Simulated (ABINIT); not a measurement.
Here is an ABINIT 10.8.3 (patched build) calculation.

The input run.py:

```python
import json, os
import numpy as np
from ase.eos import EquationOfState
from ase.units import GPa
from ase.calculators.mixing import SumCalculator
from dftd4.ase import DFTD4
from ase.calculators.abinit import Abinit, AbinitProfile
from ase import Atoms

atoms = Atoms(['Hf', 'C'],
              cell=[[0.0, 2.325, 2.325], [2.325, 0.0, 2.325], [2.325, 2.325, 0.0]],
              scaled_positions=[[0.5, 0.5, 0.5], [0.0, 0.0, 0.0]],
              pbc=True)

profile = AbinitProfile(command='abinit', pp_paths=[os.path.abspath('pseudos')])
params = dict(
    pps='pawxml', xc='PBE',
    ecut=544.2277,
    pawecutdg=1088.4554,
    kptopt=1,
    ngkpt=[10, 10, 10],
    nshiftk=1,
    shiftk=[0.0, 0.0, 0.0],
    ixc=14,
    nband=12,
    occopt=3,
    tsmear=0.05,
    nstep=100,
    tolvrs=1e-09,
    prtwf=0,
    prtden=0,
)

cell0 = atoms.cell.copy()
volumes, energies = [], []
for i, x in enumerate([0.94, 0.96, 0.98, 1.0, 1.02, 1.04, 1.06]):
    atoms.set_cell(cell0 * x ** (1 / 3), scale_atoms=True)
    atoms.calc = SumCalculator([Abinit(profile=profile, directory=f'v{i}', **params), DFTD4(method='revpbe')])
    volumes.append(atoms.get_volume() / len(atoms))
    dft, disp = atoms.calc.mixer.calcs
    energies.append((dft.get_property('free_energy', atoms) + disp.get_property('energy', atoms)) / len(atoms))
    print(f'{x:5.2f} {volumes[-1]:10.5f} A^3/atom {energies[-1]:14.6f} eV/atom', flush=True)
    json.dump(dict(volumes=volumes, energies=energies), open('results.json', 'w'))
v0, e0, b0 = EquationOfState(volumes, energies, eos='vinet').fit()
print(f'V0 {v0:.4f} A^3/atom  E0 {e0:.6f} eV/atom  B0 {b0 / GPa:.2f} GPa')
```

Potentials or basis: JTH PAW PBE v2.0.

The run is started by

```bash
$ python run.py
```

(1) Predict the pressure derivative of the bulk modulus.

(2) Estimate the equilibrium volume.

(3) What does it give for the bulk modulus?

## Answers

(1) 3.4.

(2) 12.38 Å³/atom.

(3) 242 GPa.

Caveat: pressures at fixed basis lie under the slope of the energies; the log and the count of SCF iterations are those of the last ABINIT call alone; the PAW data sets were made with another functional, which shifts forces and pressure a little.
